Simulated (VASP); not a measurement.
Input of a VASP 6.6.1 run:

INCAR

```
SYSTEM = InSb
ALGO = Normal ; BPARAM = 11.95
CPARAM = 0.0093 ; EDIFF = 1E-7
EDIFFG = -0.005 ; ENCUT = 600
IBRION = 2 ; ISIF = 3
ISMEAR = 0 ; IVDW_NL = 2
LASPH = .True. ; LCHARG = .False.
LMIXTAU = .True. ; LREAL = .False.
LUSE_VDW = .True. ; LWAVE = .False.
METAGGA = R2SCAN ; NELM = 80
NSW = 90 ; PREC = Accurate
SIGMA = 0.1
```

KPOINTS

```
k-points
0
Gamma
  14 14 14
  0 0 0
```

POSCAR

```
InSb
1.0
   -2.9447400000      2.9447400000      1.6363770000
    2.9447400000     -2.9447400000      1.6363770000
    2.9447400000      2.9447400000     -1.6363770000
In Sb
1 1
Direct
    0.7500000000      0.2500000000      0.5000000000
    0.0000000000      0.0000000000      0.0000000000
```

Potentials or basis: VASP PAW PBE potentials, release 64 (In_d, Sb).

The run is started by

```sh
$ cat potpaw_PBE.64/In_d/POTCAR potpaw_PBE.64/Sb/POTCAR > POTCAR
$ mpirun -np 1 vasp_std > vasp.out
```

Question: What does it give for the space group after relaxing (to 0.05 Å)?

Answer: I-4m2 (No. 119).

Question: Predict the relaxed cell.

Answer: a = 4.420 Å, b = 4.420 Å, c = 4.420 Å, α = 97.54°, β = 97.54°, γ = 137.52°.

Step by step:
```csv
step,energy change (eV),largest force (eV/Å),pressure (GPa),volume (Å³)
1,0.0000,0.0000,-2.11,56.76
2,-0.0152,0.0000,0.69,53.75
3,-0.0165,0.0000,0.03,54.38
4,-0.0165,0.0000,-0.02,54.42
5,-0.0168,0.0000,-0.03,54.42
6,-0.0169,0.0000,-0.03,54.41
7,-0.0169,0.0000,-0.03,54.41
8,-0.0169,0.0000,0.02,54.36
```

Caveat: the PAW data sets were made with another functional, which shifts forces and pressure a little; pairwise dispersion overbinds metals, which lowers pressure and volume. Spin-orbit coupling is left out, which matters for the levels of Sb.
